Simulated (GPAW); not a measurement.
SrO:

```xyz
2
Lattice="0.0000 2.5663 2.5663 2.5663 0.0000 2.5663 2.5663 2.5663 0.0000" Properties=species:S:1:pos:R:3 pbc="T T T"
Sr    2.5663    2.5663    2.5663
O     0.0000    0.0000    0.0000
```

Base run:

- Program: GPAW 26.7.0
- Functional: RPBE
- Potentials or basis: the program's PAW data sets (release 1.2.1) made for this functional
- Cutoff: 800 eV
- Basis: pw
- k mesh: 9 × 9 × 9
- Occupations: fermi-dirac, width 0.05 eV
- Spin: no spin polarisation

Its results: band gap on the k mesh 3.54 eV, indirect (least direct gap 3.62 eV); pressure 6.9 GPa.

Q: The run is repeated on the same cell with these changes: functional from RPBE to revPBE. What comes out?

A: Band gap on the k mesh 3.51 eV, indirect (least direct gap 3.59 eV); pressure 6.1 GPa.

A k mesh can miss the band edges.
